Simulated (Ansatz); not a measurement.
## Relativistic treatment of Au

```
Au
1.0
     0.00000    2.04550    2.04550
     2.04550    0.00000    2.04550
     2.04550    2.04550    0.00000
Au
1
Direct
  0.00000 0.00000 0.00000
```

Conventional cell: a = 4.091 Å, b = 4.091 Å, c = 4.091 Å, α = 90.00°, β = 90.00°, γ = 90.00°. Au (atom 1) has 12 Au at 2.89 Å as nearest neighbours.

The cell comes from COD entry 9013036, which wasn't checked; take it as a given geometry. It was measured hot, at 574 K.

One fixed cell is solved with PBE by frozen-core PAW in Ansatz 0.2.0 under different relativistic treatments. Pressure is positive in compression.

Sampling and basis: a Γ-centred 14×14×14 k mesh, Fermi–Dirac smearing of 0.08 eV, cutoff 420 eV, no spin polarisation.

```csv
setting,P (GPa),"lowest level at Γ above −25 eV, from the valence-band top or, without a gap, the Fermi level (eV)"
scalar-relativistic,7.83,-9.79
with spin–orbit coupling,?,?
```

Task: Give the missing entry: row "with spin–orbit coupling", column "lowest level at Γ above −25 eV, from the valence-band top or, without a gap, the Fermi level (eV)".

Result: -9.87.

Task: Fill in "P (GPa)" for the row "with spin–orbit coupling".

Result: 6.45.
